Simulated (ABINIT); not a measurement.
An input for ABINIT 10.8.3 (AgCl (Fm-3m)):

```
acell 3*1.0 Angstrom
rprim 
  0.000000000000 2.772662996800 2.772662996800
  2.772662996800 0.000000000000 2.772662996800
  2.772662996800 2.772662996800 0.000000000000
ntypat 2
znucl 47 17
natom 2
typat 1 2
xred 
  0.000000000000 0.000000000000 0.000000000000
  0.500000000000 0.500000000000 0.500000000000
pp_dirpath "pseudos"
pseudos "Ag.upf, Cl.upf"
ecut 37
ngkpt 6 6 6
nshiftk 1
shiftk 0 0 0
kptopt 1
chksymbreak 0
istwfk *1
occopt 1
irdwfk 1
optdriver 4
nband 169
gwcalctyp 0
ecutsigx 37
symsigma 1
nkptgw 2
kptgw 
  0.5000000000 0.0000000000 0.0000000000
  0.0000000000 0.0000000000 0.0000000000
bdgw 
  12 15
  11 17
ecuteps 7.8
irdscr 1
ppmodel 1
indata_prefix "in"
outdata_prefix "out"
tmpdata_prefix "tmp"
```

```sh
OMP_NUM_THREADS=1 mpirun -n 8 abinit run.abi > log
```

**Question.** How long will it take on 8 MPI ranks of Arm Neoverse V2, shared host, and how much memory?

It took 22 s; on shared hardware allow 11 s to 45 s. Peak host memory was 3.0 GiB.

[Paths, hosts, dates, memory and timing lines, banners, echoed tables and standing remarks are left out of the program output.]

[Logs are printed without paths, hosts, clocks, repeated set-up lines and the standing remarks that a program may print on its own settings, such as how far it seeks lower states.]

[Runs of the session that timed out or met a known fault of the program may be left out.]

[Hosts, paths, dates, database ids (printed as entryN), source tags and the programs' standing remarks are cut or masked in the printed files.]

[G0W0 gaps are taken among the corrected bands and points alone; a level outside them can change the order at an edge.]

[Where Ansatz stands beside ABINIT at settings called matched, ABINIT's density can come from a denser mesh and the files from another edition; pairs whose starting gaps differed by over 0.03 eV were left out, so agreement reads better than it is.]
